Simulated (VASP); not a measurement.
Wanted: the native input for a VASP 6.6.1 run.

| Item | Value |
| --- | --- |
| Task | relaxation of cell and atoms |
| Functional | PBE |
| Dispersion | D3(BJ) |
| Potentials or basis | VASP PAW PBE potentials, release 64 (Se, Pt) |
| Cutoff | 600 eV |
| k mesh | 9 × 9 × 1 |
| Occupations | gaussian, width 0.03 eV |
| Spin | no spin polarisation |
| Further INCAR settings | ALGO = Normal; EDIFF = 1e-06; IBRION = 2; EDIFFG = -0.01; NSW = 90; ISIF = 3 |

The structure of PtSe2 lies in POSCAR:

```
PtSe2
1.0
    3.7240000000      0.0000000000      0.0000000000
   -1.8620000000      3.2250786000      0.0000000000
    0.0000000000      0.0000000000     30.6550000000
Se Pt
6 3
Direct
    0.6666666700      0.3333333300      0.2935899500
    0.3333333300      0.6666666700      0.3761539700
    0.6666666700      0.3333333300      0.4587179900
    0.3333333300      0.6666666700      0.5412820100
    0.6666666700      0.3333333300      0.6238460300
    0.3333333300      0.6666666700      0.7064100500
    0.0000000000      0.0000000000      0.3348719600
    0.0000000000      0.0000000000      0.5000000000
    0.0000000000      0.0000000000      0.6651280400
```

The input as run:

INCAR

```
PREC = Accurate
ENCUT = 600
EDIFF = 1E-6
ISMEAR = 0
SIGMA = 0.03
LREAL = F
LASPH = T
NELM = 80
ALGO = Normal
ISIF = 3
LWAVE = F
LCHARG = F
GGA = PE
IVDW = 12
IBRION = 2
NSW = 90
EDIFFG = -0.01
LATTICE_CONSTRAINTS = .TRUE. .TRUE. .FALSE.
KPAR = 4
```

KPOINTS

```
Automatic mesh
0
Gamma
  9 9 1
```

Potentials or basis: VASP PAW PBE potentials, release 64 (Se, Pt).

The run is started by

```bash
$ cat potpaw_PBE.64/Se/POTCAR potpaw_PBE.64/Pt/POTCAR > POTCAR
$ mpirun -np 4 vasp_std > vasp.out
```

Results of the run:

```yaml
Relaxed_volume: 41.44 Å³/atom
Relaxed_cell: a = 3.748 Å, b = 3.748 Å, c = 30.655 Å, α = 90.00°, β = 90.00°, γ = 120.00°
Space_group_after_relaxing_to_0.05_Å: P-3m1 (No. 164)
Energy_gained_by_relaxing: 11.4 meV/atom
Ionic_steps: 31
Largest_force_after_relaxing: 0.005 eV/Å
Band_gap_on_the_k_mesh: 0.04 eV, indirect (least direct gap 0.80 eV)
Dispersion_energy_per_atom: -0.420 eV
```

Caveat: spin-orbit coupling is left out, which moves the levels of the heavy elements.

Run time: 22 min on 4 MPI ranks on Intel(R) Xeon(R) Platinum 8488C (Sapphire Rapids) (shared host), peak memory 0.68 GiB a rank.
